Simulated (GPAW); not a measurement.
The system is Cr.

```
Cr
1.0
     2.71400    0.00000    0.00000
    -1.35700    2.35039    0.00000
     0.00000    0.00000    4.41000
Cr
2
Cartesian
  1.3570 0.7835 3.3075
  0.0000 1.5669 1.1025
```

This isn't the form of Cr at room conditions, which is bcc.

Base run:

* Program: GPAW 26.7.0
* Functional: PBEsol
* Potentials or basis: PAW data sets generated in the run's folder for this functional
* Cutoff: 600 eV
* Basis: pw
* k mesh: 10 × 10 × 5
* Occupations: fermi-dirac, width 0.05 eV
* Spin: collinear spin, ferromagnetic start
* Starting moments: [3.0, 3.0] μB
* Hubbard terms: Cr d U = 4 eV

Its results: pressure 47.5 GPa; net moment 8.98 μB per cell; site moments Cr +3.85 μB.

Q: After a change of settings the same cell gave: pressure 12.6 GPa; net moment 6.62 μB per cell; site moments Cr +2.94 μB. Which change was it?
A. hubbard terms from Cr d U = 4 eV to Cr d U = 2 eV
B. hubbard terms from Cr d U = 4 eV to none
C. hubbard terms from Cr d U = 4 eV to Cr d U = 1 eV

A: A.

Caveats: the U is typed as a test and isn't derived for this compound; a pressure of tens of GPa on the cell as given is suspect, and the run, the potentials or the cell itself is likely at fault (some runs).
